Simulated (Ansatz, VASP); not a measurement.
## KCl: VASP beside Ansatz

```xyz
2
Lattice="3.6340 0.0000 0.0000 0.0000 3.6340 0.0000 0.0000 0.0000 3.5613" Properties=species:S:1:pos:R:3 pbc="T T T"
K     0.0000    0.0000    0.0000
Cl    1.8170    1.8170    1.7807
```

Change from the starting cell: zz strain of -2 %.

Alike in both runs: task single point; functional PBEsol; k mesh 7 × 7 × 7; occupations fermi-dirac, width 0.02 eV; no spin polarisation.

|  | VASP | Ansatz |
| --- | --- | --- |
| version | VASP 6.6.1 | Ansatz 0.2.0 |
| potentials or method | VASP PAW PBE potentials, release 64 (K_sv, Cl), cutoff 520 eV | all-electron LAPW, scalar-relativistic |

Ansatz gave:

```
gap on the k mesh at the Fermi level (eV)       : 5.42
pressure (GPa)                                  : 3.0
largest component of the traceless stress (GPa) : 0.71
```

Question: Estimate VASP's values.

Answer: gap on the k mesh at the Fermi level (eV): 5.42; pressure (GPa): 3.1; largest component of the traceless stress (GPa): 0.71.

Ansatz ran all-electron here, so the differences hold the error of VASP's frozen core and of both bases.

Caveats: the PAW data sets were made with another functional, which shifts forces and pressure a little (VASP); an odd mesh through Γ misses points on the zone boundary, where band edges often lie.
